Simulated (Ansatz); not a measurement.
The elements of this relaxed trial crystal are hidden behind letters.

```
lattice vectors (Å)
   0.0000    2.6151    2.6151
   2.6151    0.0000    2.6151
   2.6151    2.6151    0.0000
fractional positions
X 0.0000 0.0000 0.0000
Z 0.5000 0.5000 0.5000
```

Level of theory: DFT PBE, scalar-relativistic, plane waves, PAW (Ansatz 0.2.0). The final run on the 2-atom cell used 420 eV, a Γ-centred 8×8×8 mesh, 0.02 eV smearing and no spin polarisation.

```
Space group                              : Fm-3m (No. 225)
Conventional cell                        : a = 5.230 Å
Volume per atom                          : 17.88 Å³
Density                                  : 2.62 g/cm³
Formation energy                         : −1.444 eV/atom
Gap on the 8×8×8 mesh of the 2-atom cell : 2.76 eV
```

Energies are uncorrected and count from the elements' standard states at the same level.

Problem. X is an s-block element of period 3 and Z is a p-block element of period 3. Which elements are they?

Solution. X = Mg, Z = S, so the formula is MgS, here in the rock salt type. Density times volume gives a mean mass of 2.62 × 17.88/1.6605 = 28.2 u per atom, and this set has 28.2 u. Among the elements that the hints allow, noble gases aside, only these give it. Around Mg lie 6 S at 2.62 Å; around S lie 6 Mg at 2.62 Å.

Kohn–Sham gaps at this level usually fall short of measured ones. This cell was reached by moving the atoms of another relaxed cell at random and relaxing again, last within the group found; it had no such test of its own.
